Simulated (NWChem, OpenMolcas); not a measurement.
## A ladder of methods for C4H6 (Bicyclo[1.1.0]butane)

C4H6: 10 atoms, total charge 0, spin state singlet. As SMILES, `C1C2CC12`. The coordinates come from a PBE0-D4/def2-TZVP relaxation.

Quantity: the dipole moment, in D. The values are calculated.

Measured value to compare with: NIST CCCBDB gives the dipole moment of the gas as 0.68 D.

```
            level                    kind     program  value (D)  computed − measured  CPU time
    SVWN5/cc-pVDZ                     LDA  OpenMolcas       0.76                +0.08      29 s
     BLYP/cc-pVDZ                     GGA  OpenMolcas       0.72                +0.04      42 s
      PBE/cc-pVDZ                     GGA  OpenMolcas       0.74                +0.06      43 s
   revPBE/cc-pVDZ                     GGA  OpenMolcas       0.73                +0.05      42 s
     TPSS/cc-pVDZ                meta-GGA  OpenMolcas       0.72                +0.04      60 s
   M06-2X/cc-pVDZ         hybrid meta-GGA  OpenMolcas       0.75                +0.07      56 s
CAM-B3LYP/cc-pVDZ  range-separated hybrid      NWChem       0.73                +0.05      68 s
    wB97X/cc-pVDZ  range-separated hybrid      NWChem       0.74                +0.06      76 s
```

Nearest: BLYP/cc-pVDZ (+0.04 D), TPSS/cc-pVDZ (+0.04 D); farthest: SVWN5/cc-pVDZ (+0.08 D). The measured dipole is a vibrational average, so differences of a few hundredths of a debye mean little. Computed less measured by kind, in D (cc-pVDZ rows): LDA +0.08; GGA +0.04 to +0.06; meta-GGA +0.04; global hybrid +0.07; range-separated hybrid +0.05 to +0.06. Magnitudes only: a small dipole may point the other way at some levels. Times are those of the runs behind each value, whatever else they computed, on shared processors of several kinds: orders of magnitude only.
